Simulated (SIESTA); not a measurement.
Rh:

```
Rh
1.0
     0.00000    1.89785    1.89785
     1.89785    0.00000    1.89785
     1.89785    1.89785    0.00000
Rh
1
Direct
  0.00000 0.00000 0.00000
```

Base run:

| Item | Value |
| --- | --- |
| Program | SIESTA 5.4.2 |
| Functional | PBEsol |
| Potentials or basis | PseudoDojo 0.4 standard (PBEsol files) |
| Basis | DZP (energy shift 0.003 Ry; two zetas on semicore shells) |
| Grid cutoff | 800 Ry |
| Energy shift | 0.003 Ry |
| k mesh | 12 × 12 × 12 |
| Occupations | fermi-dirac, width 0.05 eV |
| Spin | no spin polarisation |

Its results: band gap on the k mesh none (metal or under the smearing width); pressure 0.8 GPa.

**Question.** The run is repeated on the same cell with these changes: functional from PBEsol to PBE; potentials or basis from PseudoDojo 0.4 standard (PBEsol files) to PseudoDojo 0.4 standard (PBE files). What comes out?

**Answer.** Band gap on the k mesh none (metal or under the smearing width); pressure 11.8 GPa.

Caveats: the basis of atomic orbitals isn't converged, which shifts pressures, moduli and gaps.
